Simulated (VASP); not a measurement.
# FeSi (Pm-3m) in VASP: notebook

One crystal, FeSi, is run at these levels: PBEsol; tasks: single point.

Everything below comes from runs of VASP 6.6.1. Logs are shortened: lines on timing, memory, paths and dates and some standing lists are left out, and cuts for length are marked.

### Step 1. The structure

It takes space group Pm-3m (No. 221, cubic). Conventional cell: a = 2.747 Å, b = 2.747 Å, c = 2.747 Å, α = 90.00°, β = 90.00°, γ = 90.00°. Around Fe (site symmetry m-3m) lie 8 Si at 2.38 Å. Around Si (site symmetry m-3m) lie 8 Fe at 2.38 Å.

The cell was built by a generator and needn't be a form met in nature.

### Step 2. Single point, PBEsol, collinear spin, typed start

Contents of INCAR:

```
PREC = Accurate
ENCUT = 520
EDIFF = 1E-7
ISMEAR = 0
SIGMA = 0.05
LREAL = False
LASPH = True
NELM = 150
ALGO = Normal
ISIF = 2
LWAVE = False
LCHARG = False
ISPIN = 2
MAGMOM = 2.5 0
LORBIT = 11
LMAXMIX = 4
GGA = PS
NBANDS = 17
```

Contents of KPOINTS:

```
regular mesh
0
Gamma
  16 16 16
```

Contents of POSCAR:

```
FeSi
1.0
    2.7471714600      0.0000000000      0.0000000000
    0.0000000000      2.7471714600      0.0000000000
    0.0000000000      0.0000000000      2.7471714600
Fe Si
1 1
Direct
    0.0000000000      0.0000000000      0.0000000000
    0.5000000000      0.5000000000      0.5000000000
```

Potentials or basis: VASP PAW PBE potentials, release 64 (Fe, Si).

The run is started by

```sh
$ cat potpaw_PBE.64/Fe/POTCAR potpaw_PBE.64/Si/POTCAR > POTCAR
$ mpirun -np 1 vasp_std > vasp.out
```

OUTCAR:

```text
PREC = Accurate
   ENCUT = 520
   EDIFF = 1E-7
   ISMEAR = 0
   LREAL = False
   LASPH = True
   NELM = 150
   ISIF = 2
   ISPIN = 2
   LORBIT = 11
   GGA = PS

 ion  position               nearest neighbor table
   1  0.000  0.000  0.000-   2 2.38   2 2.38   2 2.38   2 2.38   2 2.38   2 2.38   2 2.38   2 2.38

   2  0.500  0.500  0.500-   1 2.38   1 2.38   1 2.38   1 2.38   1 2.38   1 2.38   1 2.38   1 2.38

  LATTYP: Found a simple cubic cell.
 ALAT       =     2.7471714600

  Lattice vectors:

 A1 = (   2.7471714600,   0.0000000000,   0.0000000000)
 A2 = (   0.0000000000,   2.7471714600,   0.0000000000)
 A3 = (   0.0000000000,   0.0000000000,   2.7471714600)

Analysis of symmetry for initial positions (statically):
=====================================================================
 Subroutine PRICEL returns:
 Original cell was already a primitive cell.

 Routine SETGRP: Setting up the symmetry group for a
 simple cubic supercell.

 Subroutine GETGRP returns: Found 48 space group operations
 (whereof 48 operations were pure point group operations)
 out of a pool of 48 trial point group operations.

The static configuration has the point symmetry O_h .

Analysis of symmetry for dynamics (positions and initial velocities):
=====================================================================
 Subroutine PRICEL returns:
 Original cell was already a primitive cell.

 Routine SETGRP: Setting up the symmetry group for a
 simple cubic supercell.

 Subroutine GETGRP returns: Found 48 space group operations
 (whereof 48 operations were pure point group operations)
 out of a pool of 48 trial point group operations.

The dynamic configuration has the point symmetry O_h .

Analysis of structural, dynamic, and magnetic symmetry:
=====================================================================
 Subroutine PRICEL returns:
 Original cell was already a primitive cell.

 Routine SETGRP: Setting up the symmetry group for a
 simple cubic supercell.

 Subroutine GETGRP returns: Found 48 space group operations
 (whereof 48 operations were pure point group operations)
 out of a pool of 48 trial point group operations.

The overall configuration has the point symmetry O_h .

 Subroutine INISYM returns: Found 48 space group operations
 (whereof 48 operations are pure point group operations),
 and found     1 'primitive' translations

----------------------------------------------------------------------------------------

                                     Primitive cell

  volume of cell :      20.7328

  direct lattice vectors                    reciprocal lattice vectors
     2.747171460  0.000000000  0.000000000     0.364010771  0.000000000  0.000000000
     0.000000000  2.747171460  0.000000000     0.000000000  0.364010771  0.000000000
     0.000000000  0.000000000  2.747171460     0.000000000  0.000000000  0.364010771

  length of vectors
     2.747171460  2.747171460  2.747171460     0.364010771  0.364010771  0.364010771

  position of ions in fractional coordinates (direct lattice)
     0.000000000  0.000000000  0.000000000
     0.500000000  0.500000000  0.500000000

  ion indices of the primitive-cell ions
   primitive index   ion index
                 1           1
                 2           2

----------------------------------------------------------------------------------------

 KPOINTS: regular mesh

Automatic generation of k-mesh.
 Grid dimensions read from file:
 generate k-points for:   16   16   16

 Generating k-lattice:

  Cartesian coordinates                     Fractional coordinates (reciprocal lattice)
     0.022750673  0.000000000  0.000000000     0.062500000  0.000000000  0.000000000
     0.000000000  0.022750673  0.000000000     0.000000000  0.062500000  0.000000000
     0.000000000  0.000000000  0.022750673     0.000000000  0.000000000  0.062500000

  Length of vectors
     0.022750673  0.022750673  0.022750673

  Shift w.r.t. Gamma in fractional coordinates (k-lattice)
     0.000000000  0.000000000  0.000000000

 Subroutine IBZKPT returns following result:
 ===========================================

 Found    165 irreducible k-points:

 Following reciprocal coordinates:
            Coordinates               Weight
  0.000000  0.000000  0.000000      1.000000
  0.062500  0.000000  0.000000      6.000000
  0.125000  0.000000  0.000000      6.000000
  0.187500  0.000000  0.000000      6.000000
  0.250000  0.000000  0.000000      6.000000
  0.312500  0.000000  0.000000      6.000000
[... 16 lines left out ...]
  0.437500  0.125000  0.000000     24.000000
  0.500000  0.125000  0.000000     12.000000
 [... further k-points ...]
   k-points           NKPTS =    165   k-points in BZ     NKDIM =    165   number of bands    NBANDS=     17
   number of dos      NEDOS =    301   number of ions     NIONS =      2
   total plane-waves  NPLWV =   8000
   dimension x,y,z NGX =    20 NGY =   20 NGZ =   20
   dimension x,y,z NGXF=    40 NGYF=   40 NGZF=   40
   ions per type =               1   1
   NGX,Y,Z   is equivalent  to a cutoff of  12.10, 12.10, 12.10 a.u.
   NGXF,Y,Z  is equivalent  to a cutoff of  24.21, 24.21, 24.21 a.u.
 SYSTEM =  unknown system
   PREC   = accura    normal or accurate (medium, high low for compatibility)
   ISTART =      0    job   : 0-new  1-cont  2-samecut
   ICHARG =      2    charge: 1-file 2-atom 10-const
   ISPIN  =      2    spin polarized calculation?
   LNONCOLLINEAR =      F non collinear calculations
   LSORBIT =      F    spin-orbit coupling
   LASPH  =      T    aspherical Exc in radial PAW
   ENCUT  =  520.0 eV  38.22 Ry    6.18 a.u.   5.11  5.11  5.11*2*pi/ulx,y,z
   NELM   =    150;   NELMIN=  2; NELMDL= -5     # of ELM steps
   EDIFF  = 0.1E-06   stopping-criterion for ELM
   LREAL  =      F    real-space projection
   EDIFFG = 0.1E-05   stopping-criterion for IOM
   NSW    =      0    number of steps for IOM
   IBRION =     -1    ionic relax: 0-MD 1-quasi-New 2-CG
   NFREE  =      0    steps in history (QN), initial steepest desc. (CG)
   ISIF   =      2    stress and relaxation
   ISYM   =      2    0-nonsym 1-usesym 2-fastsym
   POTIM  = 0.5000    time-step for ionic-motion
   TEBEG  =    0.0;   TEEND  =   0.0 temperature during run
   PSTRESS=    0.0 pullay stress
   NELECT =      12.0000    total number of electrons
[... 13 lines left out ...]
   GGA     = PS    functional components
   LHFCALC =     F    Hartree Fock is set to
   AEXX    =    0.0000 exact exchange contribution
   IVDW    =     0    specifies the selected vdW correction
   LEPSILON=     F    determine dielectric tensor
   LRPA    =     F    only Hartree local field effects (RPA)
 spin polarized calculation
 Gauss-broadening in eV      SIGMA  =   0.05
  energy-cutoff  :      520.00
  volume of cell :       20.73
 maximum number of plane-waves:       587
   NGX = 11   NGY = 11   NGZ = 11

 number of electron      11.9999985 magnetization       0.0003631

 number of electron      11.9999985 magnetization      -0.0000886

 Free energy of the ion-electron system (eV)
  ---------------------------------------------------
  ext. energy  EPLUGINS =         0.00000000
  ---------------------------------------------------
  free energy    TOTEN  =       -15.94511957 eV

  energy without entropy =      -15.94444314  energy(sigma->0) =      -15.94478135

 E-fermi :  11.1130     XC(G=0): -13.2212

 val. band max:       11.0949521644   @ k =   0.5000   0.4375   0.3125
 cond. band min:      11.1186086158   @ k =   0.5000   0.5000   0.0000
 fundamental gap:      0.0236564514
 Fermi energy:        11.1129979864

 spin component 1

 k-point     1 :       0.0000    0.0000    0.0000
  band No.  band energies     occupation
      1      -3.2540      1.00000
      2       7.1985      1.00000
      3       7.1985      1.00000
      4      10.2706      1.00000
      5      10.2706      1.00000
      6      10.2706      1.00000
[... 9 lines left out ...]
     16      34.8852      0.00000
     17      34.8852      0.00000

 k-point     2 :       0.0625    0.0000    0.0000
  band No.  band energies     occupation
      1      -3.1759      1.00000
      2       7.1542      1.00000
      3       7.2297      1.00000
      4      10.1795      1.00000
      5      10.1795      1.00000
      6      10.2778      1.00000
[... 9 lines left out ...]
     16      34.0017      0.00000
     17      35.3404      0.00000

 k-point     3 :       0.1250    0.0000    0.0000
  band No.  band energies     occupation
      1      -2.9426      1.00000
      2       6.9850      1.00000
      3       7.3201      1.00000
      4       9.9451      1.00000
      5       9.9451      1.00000
      6      10.2984      1.00000
[... 392 lines left out ...]
 k-point    23 :       0.4375    0.1250    0.0000
  band No.  band energies     occupation
      1       0.4612      1.00000
      2       3.1190      1.00000
      3       8.0893      1.00000
      4       8.4842      1.00000
      5       8.8130      1.00000
      6      10.2481      1.00000
[... 9 lines left out ...]
     16      30.5548      0.00000
     17      34.2560      0.00000

 k-point    24 :       0.5000    0.1250    0.0000
  band No.  band energies     occupation
      1       0.9442      1.00000
      2       2.5627      1.00000
      3       8.2172      1.00000
      4       8.3643      1.00000
      5       8.7711      1.00000
      6      10.2577      1.00000
[... 9 lines left out ...]
     16      30.3595      0.00000
     17      34.7769      0.00000

 [... further k-points ...]

 spin component 2

 k-point     1 :       0.0000    0.0000    0.0000
  band No.  band energies     occupation
      1      -3.2540      1.00000
      2       7.1984      1.00000
      3       7.1984      1.00000
      4      10.2705      1.00000
      5      10.2705      1.00000
      6      10.2705      1.00000
[... 9 lines left out ...]
     16      34.8853      0.00000
     17      34.8853      0.00000

 k-point     2 :       0.0625    0.0000    0.0000
  band No.  band energies     occupation
      1      -3.1758      1.00000
      2       7.1541      1.00000
      3       7.2296      1.00000
      4      10.1794      1.00000
      5      10.1794      1.00000
      6      10.2777      1.00000
[... 9 lines left out ...]
     16      34.0018      0.00000
     17      35.3406      0.00000

 k-point     3 :       0.1250    0.0000    0.0000
  band No.  band energies     occupation
      1      -2.9426      1.00000
      2       6.9850      1.00000
      3       7.3200      1.00000
      4       9.9450      1.00000
      5       9.9450      1.00000
      6      10.2984      1.00000
[... 392 lines left out ...]
 k-point    23 :       0.4375    0.1250    0.0000
  band No.  band energies     occupation
      1       0.4613      1.00000
      2       3.1191      1.00000
      3       8.0892      1.00000
      4       8.4841      1.00000
      5       8.8130      1.00000
      6      10.2480      1.00000
[... 9 lines left out ...]
     16      30.5548      0.00000
     17      34.2560      0.00000

 k-point    24 :       0.5000    0.1250    0.0000
  band No.  band energies     occupation
      1       0.9442      1.00000
      2       2.5628      1.00000
      3       8.2170      1.00000
      4       8.3643      1.00000
      5       8.7710      1.00000
      6      10.2576      1.00000
[... 9 lines left out ...]
     16      30.3595      0.00000
     17      34.7769      0.00000

 [... further k-points ...]

------------------------ aborting loop because EDIFF is reached ----------------------------------------

  FORCE on cell =-STRESS in cart. coord.  units (eV):
  Direction    XX          YY          ZZ          XY          YZ          ZX
  --------------------------------------------------------------------------------------
  -------------------------------------------------------------------------------------
  Total       -0.4575730     -0.4575730     -0.4575730     -0.0000000      0.0000000     -0.0000000
  in kB      -35.3601147    -35.3601147    -35.3601147     -0.0000000      0.0000000     -0.0000000
  external PRESSURE =     -35.3601147 kB  Pullay stress =       0.0000000 kB

 VOLUME and BASIS-vectors are now :
 -----------------------------------------------------------------------------
  energy-cutoff  :      520.00
  volume of cell :       20.73
      direct lattice vectors                 reciprocal lattice vectors
     2.747171460  0.000000000  0.000000000     0.364010771  0.000000000  0.000000000
     0.000000000  2.747171460  0.000000000     0.000000000  0.364010771  0.000000000
     0.000000000  0.000000000  2.747171460     0.000000000  0.000000000  0.364010771

 POSITION                                       TOTAL-FORCE (eV/Angst)
 -----------------------------------------------------------------------------------
      0.00000      0.00000      0.00000         0.000000      0.000000      0.000000
      1.37359      1.37359      1.37359         0.000000      0.000000      0.000000
 -----------------------------------------------------------------------------------
    total drift:                               -0.000000      0.000000     -0.000000

  FREE ENERGIE OF THE ION-ELECTRON SYSTEM (eV)
  ---------------------------------------------------
  free  energy   TOTEN  =       -15.9451195679 eV

  energy  without entropy=      -15.9444431387  energy(sigma->0) =      -15.94478135

 total charge

# of ion       s       p       d       tot
------------------------------------------
    1        0.454   0.660   6.676   7.791
    2        0.709   0.895   0.000   1.605
--------------------------------------------------
tot          1.163   1.556   6.676   9.395

 magnetization (x)

# of ion       s       p       d       tot
------------------------------------------
    1        0.000   0.000  -0.000  -0.000
    2        0.000   0.000   0.000   0.000
--------------------------------------------------
tot          0.000   0.000  -0.000  -0.000
```

Run time: 78 s. Hardware: 1 thread of AMD EPYC 7R43 (Zen 3), shared host; peak memory 0.16 GiB.

What came out:

* Free energy: -15.9451 eV
* Pressure: -3.5 GPa
* Band gap on the k mesh: none (metal or under the smearing width)
* Net moment: 0.00 μB per cell
* Valence electrons inside the program's atomic spheres: Fe 7.79; Si 1.60

Levels at points of the mesh, in eV from the Fermi level:
Spin up:
| k point | band 2 | band 3 | band 4 | band 5 | band 6 | band 7 | band 8 | band 9 | band 10 | band 11 |
| --- | --- | --- | --- | --- | --- | --- | --- | --- | --- | --- |
| (0.00, 0.00, 0.00) | -3.91 | -3.91 | -0.84 | -0.84 | -0.84 | 3.34 | 3.34 | 3.34 | 8.13 | 8.13 |
| (0.50, 0.00, 0.00) | -8.87 | -2.97 | -2.42 | -2.42 | -0.65 | 0.34 | 6.65 | 8.86 | 8.86 | 9.93 |
| (0.50, 0.50, 0.00) | -5.18 | -5.18 | -3.93 | -1.86 | -1.86 | 0.01 | 2.47 | 2.80 | 8.46 | 13.87 |
| (0.50, 0.50, 0.50) | -6.10 | -6.10 | -1.35 | 0.06 | 0.06 | 1.63 | 1.63 | 1.63 | 4.51 | 4.51 |
Spin down:
```csv
k point,band 4,band 5,band 6,band 7,band 8,band 9
"(0.00, 0.00, 0.00)",-0.84,-0.84,-0.84,3.34,3.34,3.34
"(0.50, 0.00, 0.00)",-2.42,-2.42,-0.65,0.34,6.65,8.86
"(0.50, 0.50, 0.00)",-3.93,-1.86,-1.86,0.01,2.47,2.80
"(0.50, 0.50, 0.50)",-1.35,0.06,0.06,1.63,1.63,1.63
```

Caveat: the starting moments collapsed, and a magnetic state may lie lower; the PAW data sets were made with another functional, which shifts forces and pressure a little.

### Step 3. Single point, PBEsol, collinear spin, typed start

This run uses another cell than the first one, of 10.19 Å³/atom, 0.983 times its volume.

Contents of INCAR:

```
SYSTEM = FeSi
  PREC = Accurate
  ENCUT = 520
  EDIFF = 1E-6
  ISMEAR = 0
  SIGMA = 0.05
  LREAL = .False.
  LASPH = .True.
  NELM = 150
  ALGO = Fast
  ISIF = 2
  LWAVE = .False.
  LCHARG = .False.
  ISPIN = 2
  MAGMOM = 0.05 0
  LORBIT = 11
  LMAXMIX = 4
  GGA = PS
  NBANDS = 17
```

Contents of KPOINTS:

```
Automatic mesh
0
Gamma
  16 16 16
  0 0 0
```

Contents of POSCAR:

```
FeSi
1.0
    2.7315396637      0.0000000000      0.0000000000
    0.0000000000      2.7315396637      0.0000000000
    0.0000000000      0.0000000000      2.7315396637
Fe Si
1 1
Direct
    0.0000000000      0.0000000000      0.0000000000
    0.5000000000      0.5000000000      0.5000000000
```

Potentials or basis: VASP PAW PBE potentials, release 64 (Fe, Si).

The run is started by

```sh
$ cat potpaw_PBE.64/Fe/POTCAR potpaw_PBE.64/Si/POTCAR > POTCAR
$ mpirun -np 1 vasp_std > vasp.out
```

It took 82 s on 1 thread of AMD EPYC 7R43 (Zen 3), shared host; peak memory 0.16 GiB.

The run converged. Its results:

```yaml
Free_energy: -15.9482 eV
Pressure: 0.7 GPa
Band_gap_on_the_k_mesh: none (metal or under the smearing width)
Net_moment: 0.00 μB per cell
Valence_electrons_inside_the_program's_atomic_spheres: Fe 7.84; Si 1.61
```

Levels at points of the mesh, in eV from the Fermi level:
Spin up:
```
           k point  band 2  band 3  band 4  band 5  band 6  band 7  band 8  band 9  band 10  band 11
(0.00, 0.00, 0.00)   -4.03   -4.03   -0.87   -0.87   -0.87    3.38    3.38    3.38     8.18     8.18
(0.50, 0.00, 0.00)   -9.00   -3.06   -2.48   -2.48   -0.67    0.35    6.62    9.02     9.02    10.00
(0.50, 0.50, 0.00)   -5.26   -5.26   -4.03   -1.92   -1.92    0.00    2.56    2.85     8.60    13.99
(0.50, 0.50, 0.50)   -6.23   -6.23   -1.26    0.05    0.05    1.60    1.60    1.60     4.59     4.59
```
Spin down:
| k point | band 3 | band 4 | band 5 | band 6 | band 7 | band 8 | band 9 | band 10 |
| --- | --- | --- | --- | --- | --- | --- | --- | --- |
| (0.00, 0.00, 0.00) | -4.03 | -0.87 | -0.87 | -0.87 | 3.38 | 3.38 | 3.38 | 8.18 |
| (0.50, 0.00, 0.00) | -3.06 | -2.48 | -2.48 | -0.67 | 0.35 | 6.62 | 9.02 | 9.02 |
| (0.50, 0.50, 0.00) | -5.26 | -4.03 | -1.92 | -1.92 | 0.00 | 2.56 | 2.85 | 8.60 |
| (0.50, 0.50, 0.50) | -6.23 | -1.26 | 0.05 | 0.05 | 1.60 | 1.60 | 1.60 | 4.59 |

Caveat: the PAW data sets were made with another functional, which shifts forces and pressure a little.

### Step 4. Single point, PBEsol, collinear spin, typed start (ferromagnetic, larger cell)

Contents of INCAR:

```
  PREC = Accurate
  ENCUT = 520
  EDIFF = 1E-7
  ISMEAR = 0
  SIGMA = 0.05
  LREAL = F
  LASPH = T
  NELM = 150
  ALGO = Fast
  ISIF = 2
  LWAVE = F
  LCHARG = F
  ISPIN = 2
  MAGMOM = 2.5 2.5 0 0
  LORBIT = 11
  LMAXMIX = 4
  GGA = PS
  NBANDS = 24
```

Contents of KPOINTS:

```
regular mesh
0
Gamma
  12 12 12
```

Contents of POSCAR:

```
FeSi
1.0
    0.0000000000      2.7315396637      2.7315396637
    2.7315396637      0.0000000000      2.7315396637
    2.7315396637      2.7315396637      0.0000000000
Fe Si
2 2
Direct
    0.0000000000      0.0000000000      0.0000000000
    0.5000000000      0.5000000000      0.5000000000
    0.2500000000      0.2500000000      0.2500000000
    0.7500000000      0.7500000000      0.7500000000
```

The run is started by

```sh
$ cat potpaw_PBE.64/Fe/POTCAR potpaw_PBE.64/Si/POTCAR > POTCAR
$ mpirun -np 1 vasp_std > vasp.out
```

Wall time 3.2 min (1 thread of AMD EPYC 7R43 (Zen 3), shared host); peak memory 0.21 GiB.

It converged, with:

```yaml
Free_energy: -31.8982 eV
Pressure: 0.8 GPa
Band_gap_on_the_k_mesh: none (metal or under the smearing width)
Net_moment: 0.00 μB per cell
Valence_electrons_inside_the_program's_atomic_spheres: Fe 7.84; Si 1.62
```

Levels at points of the mesh, in eV from the Fermi level:
Spin up:
```csv
k point,band 8,band 9,band 10,band 11,band 12,band 13,band 14,band 15,band 16,band 17
"(0.00, 0.00, 0.00)",-0.89,-0.89,-0.89,0.04,0.04,1.58,1.58,1.58,3.36,3.36
"(0.50, 0.00, 0.00)",-2.73,-2.05,-2.05,-2.05,-2.05,2.28,2.28,2.28,2.28,3.15
"(0.50, 0.50, 0.00)",-2.50,-2.50,-1.93,-1.93,-0.69,-0.01,0.33,2.54,2.83,6.59
```
Spin down:
```
           k point  band 8  band 9  band 10  band 11  band 12  band 13  band 14  band 15  band 16  band 17
(0.00, 0.00, 0.00)   -0.89   -0.89    -0.89     0.04     0.04     1.58     1.58     1.58     3.36     3.36
(0.50, 0.00, 0.00)   -2.73   -2.05    -2.05    -2.05    -2.05     2.28     2.28     2.28     2.28     3.15
(0.50, 0.50, 0.00)   -2.50   -2.50    -1.93    -1.93    -0.69    -0.01     0.33     2.54     2.83     6.59
```

Caveat: the starting moments collapsed, and a magnetic state may lie lower; the PAW data sets were made with another functional, which shifts forces and pressure a little.
